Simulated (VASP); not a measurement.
## A VASP 6.6.1 single-point calculation on CdS

INCAR

```
LASPH = .TRUE.
IVDW = 21
LREAL = .FALSE.
IBRION = -1
ISIF = 2
NBANDS = 16
PREC = Accurate
GGA = PE
SIGMA = 0.02
LMAXMIX = 4
LDAUL = 2 -1
LDAUTYPE = 2
LCHARG = .FALSE.
NSW = 0
ISMEAR = -1
LDAUU = 4.0 0
LDAU = .TRUE.
EDIFF = 1E-7
LDAUJ = 0 0
LWAVE = .FALSE.
NELMDL = -8
ENCUT = 520
NELM = 120
```

KPOINTS

```
KPOINTS created by Atomic Simulation Environment
0
Gamma
8 8 8
0 0 0
```

POSCAR

```
Cd S
 1.0000000000000000
    -0.0000000000000000    2.9392148430445664    2.9392148430445664
     2.9392148430445664    0.0000000000000000    2.9392148430445664
     2.9392148430445664    2.9392148430445664    0.0000000000000000
 Cd  S
   1   1
Cartesian
  0.0000000000000000  0.0000000000000000 -0.0000000000000000
  1.4696074215222832  1.4696074215222832  1.4696074215222832
```

The recommended PBE PAW datasets give the neutral cell 18 valence electrons.

Command

```
mpirun -np 1 vasp_std
```

Problem. Predict the outcome of this run.

Solution. It converged. Results: gap between bands v and c on the k mesh 1.33 eV; least direct gap on the k mesh 1.33 eV; pressure -0.7 GPa. Band v is the last that the valence electrons fill when counted band by band, and c is the next.

OSZICAR

```
N       E                     dE             d eps       ncg     rms          rms(c)
DAV:   1     0.109838176173E+03    0.10984E+03   -0.90720E+03   952   0.102E+03
DAV:   2    -0.165156159431E+01   -0.11149E+03   -0.10605E+03  1144   0.250E+02
DAV:   3    -0.599636605810E+01   -0.43448E+01   -0.43394E+01  1192   0.541E+01
DAV:   4    -0.602170304562E+01   -0.25337E-01   -0.25335E-01  1192   0.402E+00
DAV:   5    -0.602205857943E+01   -0.35553E-03   -0.35553E-03  1128   0.442E-01
DAV:   6    -0.602206557891E+01   -0.69995E-05   -0.69994E-05  1216   0.577E-02
DAV:   7    -0.602206574059E+01   -0.16168E-06   -0.16171E-06  1136   0.795E-03
DAV:   8    -0.602206574425E+01   -0.36646E-08   -0.36115E-08  1032   0.119E-03    0.895E+00
DAV:   9    -0.554209508181E+01    0.47997E+00   -0.81824E-01  1168   0.101E+01    0.685E+00
DAV:  10    -0.553656045673E+01    0.55346E-02   -0.21298E-01  1120   0.299E+00    0.320E+00
DAV:  11    -0.553992415426E+01   -0.33637E-02   -0.22152E-02  1072   0.178E+00    0.328E-01
DAV:  12    -0.553999473365E+01   -0.70579E-04   -0.26641E-03  1048   0.695E-01    0.696E-02
DAV:  13    -0.554014842035E+01   -0.15369E-03   -0.30738E-04  1120   0.183E-01    0.599E-02
DAV:  14    -0.554024116665E+01   -0.92746E-04   -0.15749E-04  1024   0.832E-02    0.290E-02
DAV:  15    -0.554023664408E+01    0.45226E-05   -0.12967E-05  1104   0.345E-02    0.128E-02
DAV:  16    -0.554023776200E+01   -0.11179E-05   -0.42925E-06  1056   0.127E-02    0.173E-02
DAV:  17    -0.554023759423E+01    0.16777E-06   -0.31110E-07  1120   0.512E-03    0.602E-03
DAV:  18    -0.554023758486E+01    0.93680E-08   -0.17961E-08   888   0.117E-03
   1 F= -.59089327E+01 E0= -.59089327E+01  d E =-.297348E-11
```

Standard output (part)

```
POSCAR found type information on POSCAR CdS
 POSCAR found :  2 types and       2 ions
 LDA part: xc-table for (Slater+PW92), standard interpolation
 POSCAR, INCAR and KPOINTS ok, starting setup
 WAVECAR not read
 entering main loop
 augmentation electrons   18.0446588344124
 total        electrons   18.0446588344124
 augmentation electrons   248.495931900768
 total        electrons   248.495931900768
 augmentation electrons   4.99534980287673
 soft         electrons   13.0493095253369
 total        electrons   18.0446593282136
 Hirshfeld-I algorithm:
 translations:           2           2           2
 H-I iteration:           1
 atom:           1  0.927977857431207       0.118953394620892
 atom:           2 -0.927977857431207      -0.118953394620892
 H-I iteration:           2
 atom:           1   1.02587696522781       9.789910779660316E-002
 atom:           2  -1.02587696522781      -9.789910779660316E-002
 H-I iteration:           3
 atom:           1   1.10597965805974       8.010269283192706E-002
 atom:           2  -1.10597965805974      -8.010269283192706E-002
 H-I iteration:           4
 atom:           1   1.16970750926329       6.372785120355218E-002
 atom:           2  -1.16970750926329      -6.372785120355218E-002
 H-I iteration:           5
 atom:           1   1.22043472782048       5.072721855719275E-002
 atom:           2  -1.22043472782048      -5.072721855719275E-002
 H-I iteration:           6
...
```

For comparison, a separate PBE run of the intended cell, on usual settings and not on those above, gives a gap of 1.10 eV on its mesh and a pressure of 1.7 GPa.
